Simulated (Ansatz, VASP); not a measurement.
# Two plane-wave programs on AlN

```
Al N
1.0
     0.00000    1.97562    1.97562
     1.97562    0.00000    1.97562
     1.97562    1.97562    0.00000
Al N
1 1
Direct
  0.50000 0.50000 0.50000
  0.00000 0.00000 0.00000
```

Alike in both runs: task single point; functional PBE; k mesh 10 × 10 × 10; occupations gaussian, width 0.02 eV; no spin polarisation.

```csv
,VASP,Ansatz
version,VASP 6.6.1,Ansatz 0.2.0
potentials or method,"VASP PAW PBE potentials, release 64 (Al, N)","scalar-relativistic, plane waves, PAW"
plane-wave cutoff (eV),520,420
valence electrons in the cell,8,8
```

Ansatz gave:

* gap on the k mesh at the Fermi level (eV): 5.16
* least direct gap on the mesh (eV): 6.69
* pressure (GPa): 26.8

Q: What did VASP give for the same quantities?

A: gap on the k mesh at the Fermi level (eV): 5.18; least direct gap on the mesh (eV): 6.71; pressure (GPa): 26.5.

Caveats: so large a pressure means that the cell lies far from this level's equilibrium, or that cutoff or potentials fall short (VASP). A k mesh can miss the band edges.
